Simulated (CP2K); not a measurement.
FePt (Tetraferroplatinum):

```xyz
2
Lattice="2.7235 0.0000 0.0000 0.0000 2.7235 0.0000 0.0000 0.0000 3.7200" Properties=species:S:1:pos:R:3 pbc="T T T"
Pt    1.3618    1.3618    1.8600
Fe    0.0000    0.0000    0.0000
```

Base run:

| Property | Result |
| --- | --- |
| Program | CP2K 2026.2 |
| Functional | rev-vdW-DF2 |
| Potentials or basis | GTH_POTENTIALS Pt GTH-PBE-q18; POTENTIAL_UZH Fe GTH-PBE-q16; TZVP-MOLOPT-SR-GTH, TZVP-MOLOPT-PBE-GTH basis |
| Density cutoff | 9524 eV |
| k mesh | 10 × 10 × 7 |
| Occupations | fermi-dirac, width 0.05 eV |
| Spin | collinear spin, ferromagnetic start |
| Starting moments | [0.0, 3.0] μB |

Its results: band gap on the k mesh none (metal or under the smearing width); pressure 0.5 GPa; net moment 3.33 μB per cell; site moments Pt +0.22; Fe +3.11 μB.

Question: The run is repeated on the same cell with these changes: functional from rev-vdW-DF2 to PBE. What comes out?

Answer: Band gap on the k mesh none (metal or under the smearing width); pressure 4.9 GPa; net moment 3.38 μB per cell; site moments Pt +0.22; Fe +3.16 μB.

Caveats: the basis of atomic orbitals isn't converged, which shifts pressures, moduli and gaps; the potentials were made for another functional, which shifts forces and pressure (some runs).

Not every run made on this cell is shown here.
